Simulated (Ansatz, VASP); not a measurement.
**MgO: VASP beside Ansatz**

```
Mg O
1.0
     0.00000    2.13515    2.13515
     2.13515    0.00000    2.13515
     2.13515    2.13515    0.00000
Mg O
1 1
Direct
  0.00000 0.00000 0.00000
  0.50000 0.50000 0.50000
```

Alike in both runs: task single point; functional BLYP; k mesh 10 × 10 × 10; occupations gaussian, width 0.05 eV; no spin polarisation.

```csv
,VASP,Ansatz
version,VASP 6.6.1,Ansatz 0.2.0
potentials or method,"VASP PAW PBE potentials, release 64 (Mg, O)","scalar-relativistic, plane waves, PAW"
plane-wave cutoff (eV),520,420
valence electrons in the cell,8,16
```

```csv
,VASP,Ansatz,Ansatz less VASP
gap on the k mesh at the Fermi level (eV),4.62,4.62,+0.005
least direct gap on the mesh (eV),4.62,4.62,+0.005
pressure (GPa),-0.2,0.3,+0.52
```

The two sets of potentials don't hold the same shells in valence.

Caveats: the PAW data sets were made with another functional, which shifts forces and pressure a little (VASP). BLYP gaps usually lie below the measured ones, often by a third to a half.
